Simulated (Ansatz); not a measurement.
# Pb: the cost of one run

Program: Ansatz 0.2.0. Level of theory: DFT PBE, scalar-relativistic, plane waves, PAW. These are calculated values, not measurements.

2 further runs of the same task are left out: 1 that didn't finish, 1 set aside as unsound or not needed.

### 1 The system as given

The structure is orthorhombic, space group Fmmm (No. 69). The conventional cell has a = 2.456 Å, b = 4.254 Å, c = 6.696 Å, α = 90.00°, β = 90.00°, γ = 90.00°. C (site symmetry m2m) is surrounded by 3 C at 1.42 Å.

Structure file:

```cif
data_structure
_symmetry_space_group_name_H-M 'P 1'
_symmetry_Int_Tables_number 1
_cell_length_a 3.9665
_cell_length_b 3.5661
_cell_length_c 2.4560
_cell_angle_alpha 80.086
_cell_angle_beta 62.329
_cell_angle_gamma 37.586
_cell_volume 17.49
loop_
_atom_site_label
_atom_site_type_symbol
_atom_site_fract_x
_atom_site_fract_y
_atom_site_fract_z
_atom_site_occupancy
C1 C 0.16667 0.83333 0.16667 1
C2 C 0.83333 0.16667 0.83333 1
```

The structure comes from the Crystallography Open Database.

### 2 One element swapped, cell strained: C → Pb, first probe

What differs from the listed cell: Pb takes all sites of C, and lengths are scaled by 1.553 as a first guess of the size; strain xx, yy, zz, yz, xz, xy = -4.0, -4.7, -2.8, +0.0, +0.0, +0.0 %; atoms moved by 0.10 Å root mean square, at most 0.10 Å.

input.yaml

```yaml
crystal:
  lattice:
    - [0.0, 3.1485863455, 5.0506853116]
    - [1.8300421884, 0.0, 5.0506853116]
    - [1.8300421884, 3.1485863455, 0.0]
  atoms:
    - { symbol: Pb, position: [0.1431627127, 0.8568372873, 0.1431627127] }
    - { symbol: Pb, position: [0.8568372873, 0.1431627127, 0.8568372873] }
basis:
  ecutwfc: 420
kpoints:
  mp_grid: { grid: [6, 6, 6] }
hamiltonian:
  xc: pbe
scf:
  occupations: { method: gaussian, width: 0.1 }
output:
  forces: true
  stress: true
  eigenvalues: true
```

Run with:

```console
$ ansatz run input.yaml --threads 1 --pin off --max-ram 1331MiB --backend cpu --events-out ev --progress --plain --runs-dir out
```

What time and memory should one allow on 1 thread of an x86-64 CPU, shared host?

About 2.6 s, with a peak of 0.51 GiB.
